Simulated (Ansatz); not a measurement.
The system is Pt.

```xyz
1
Lattice="0.0000 1.9609 1.9609 1.9609 0.0000 1.9609 1.9609 1.9609 0.0000" Properties=species:S:1:pos:R:3 pbc="T T T"
Pt    0.0000    0.0000    0.0000
```

* Program: Ansatz 0.2.0
* Task: relaxation of cell and atoms
* Functional: PBEsol0
* Potentials or basis: Ansatz PAW
* Cutoff: 420 eV (not typed: the program's choice for these potentials)
* k mesh: 6 × 6 × 6
* Occupations: fermi-dirac, width 0.05 eV
* Spin: no spin polarisation

At the start: volume 15.08 Å³/atom.

How do energy, volume and symmetry change on relaxing?

It ends after 5 steps and the volume is 14.59 Å³/atom (-3.2 %); space group Fm-3m (No. 225, to 0.05 Å).

The path:
| step | energy change (eV) | largest force (eV/Å) | volume (Å³) |
| --- | --- | --- | --- |
| 1 | 0.0000 | 0.0000 | 15.08 |
| 2 | -0.0152 | 0.0000 | 14.65 |
| 3 | -0.0155 | 0.0000 | 14.59 |
| 4 | -0.0155 | 0.0000 | 14.59 |
| 5 | -0.0153 | 0.0000 | 14.59 |

Final structure:
```cif
data_structure
_symmetry_space_group_name_H-M 'P 1'
_symmetry_Int_Tables_number 1
_cell_length_a 2.7428
_cell_length_b 2.7428
_cell_length_c 2.7428
_cell_angle_alpha 60.000
_cell_angle_beta 60.000
_cell_angle_gamma 60.000
_cell_volume 14.59
loop_
_atom_site_label
_atom_site_type_symbol
_atom_site_fract_x
_atom_site_fract_y
_atom_site_fract_z
_atom_site_occupancy
Pt1 Pt 0.00000 0.00000 0.00000 1
```

Caveat: the k mesh is coarse (spacing up to 0.46 Å⁻¹), so the values aren't converged, least of all with exact exchange; the plane-wave basis is chosen anew once the cell has moved, so the energies of steps on either side of that aren't comparable; the PAW data sets come from PBE, with cores solved anew for the run's functional, which leaves a small shift of forces and pressure.
